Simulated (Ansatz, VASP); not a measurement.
One calculation of Mg, two programs

INCAR

```
  PREC = Accurate
  ENCUT = 520
  EDIFF = 1E-6
  ISMEAR = -1
  SIGMA = 0.05
  LREAL = F
  LASPH = T
  NELM = 60
  ALGO = Normal
  ISIF = 2
  LWAVE = F
  LCHARG = F
  GGA = CA
  NBANDS = 7
```

Contents of KPOINTS:

```
Automatic mesh
0
Gamma
  15 15 15
```

File POSCAR:

```
Mg
1.0
    2.6273803708      0.0000000000      0.0000000000
    0.0000000000      2.6273803708      0.0000000000
    0.0000000000      0.0000000000      2.6273803708
Mg
1
Direct
    0.0000000000      0.0000000000      0.0000000000
```

Input for Ansatz:

```yaml
crystal:
  lattice:
    - [2.6273803708, 0.0, 0.0]
    - [0.0, 2.6273803708, 0.0]
    - [0.0, 0.0, 2.6273803708]
  atoms:
    - { symbol: Mg, position: [0.0, 0.0, 0.0] }
kpoints:
  mp_grid: { grid: [15, 15, 15] }
scf:
  occupations: { method: fermi_dirac, width: 0.05 }
hamiltonian:
  xc: lda
  pseudopotentials: { kind: paw }
output:
  forces: true
  stress: true
  eigenvalues: true
  populations: true
  write_density: true
  write_potential: true
  elf: true
  volumetric_format: npy
```

Change from the starting cell: volume scaled by 0.7, PAW files.

Alike in both runs: task single point; functional LDA; k mesh 15 × 15 × 15; occupations fermi-dirac, width 0.05 eV; no spin polarisation.

```csv
,VASP,Ansatz
version,VASP 6.6.1,Ansatz 0.2.0
potentials or method,"VASP PAW LDA potentials, release 64 (Mg)","PAW with Ansatz's default frozen-core files, scalar-relativistic"
plane-wave cutoff (eV),520,420
valence electrons in the cell,2,10
```

|  | VASP | Ansatz | Ansatz less VASP |
| --- | --- | --- | --- |
| pressure (GPa) | 17.7 | 17.8 | +0.14 |

The two sets of potentials don't hold the same shells in valence.

Caveats: so large a pressure means that the cell lies far from this level's equilibrium, or that cutoff or potentials fall short (VASP).
